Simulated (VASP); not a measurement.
**TaN in VASP: the effect of Hubbard term**

TaN:

```xyz
4
Lattice="2.9218 0.0000 0.0000 -1.4609 2.5303 0.0000 0.0000 0.0000 5.9165" Properties=species:S:1:pos:R:3 pbc="T T T"
Ta    0.0000    0.0000    2.9583
Ta    0.0000    0.0000    0.0000
N     0.0000    1.6869    1.4791
N     1.4609    0.8434    4.4374
```

The cell comes from a database or a generator and needn't be the stable form of this composition.

Alike in all runs:

| Quantity | Value |
| --- | --- |
| Program | VASP 6.6.1 |
| Task | single point |
| Functional | PBEsol |
| Potentials or basis | VASP PAW PBE potentials, release 64 (Ta_pv, N) |
| Cutoff | 520 eV |
| k mesh | 7 × 7 × 4 |
| Occupations | fermi-dirac, width 0.05 eV |
| Spin | no spin polarisation |
| Further INCAR settings | ALGO = Fast; EDIFF = 1e-06; NBANDS = 24 |

```tsv
Hubbard term	pressure (GPa)
none	-9.7
Ta d U = 2 eV	-3.6
Ta d U = 3 eV	?
Ta d U = 4 eV	2.7
Ta d U = 5 eV	6.0
Ta d U = 6 eV	9.4
Ta d U = 8 eV	16.5
```

Task: What does the run with Hubbard term Ta d U = 3 eV give?

Result: Pressure -0.5 GPa.

Worked out: A parabola through the other rows of the pressure, of slope 3.18 GPa per eV there, gives -0.5 GPa, against the run's -0.5.

Caveats: the PAW data sets were made with another functional, which shifts forces and pressure a little; U without spin polarisation on a metal has little footing (some runs).

Runs at the PBE level aren't shown here.
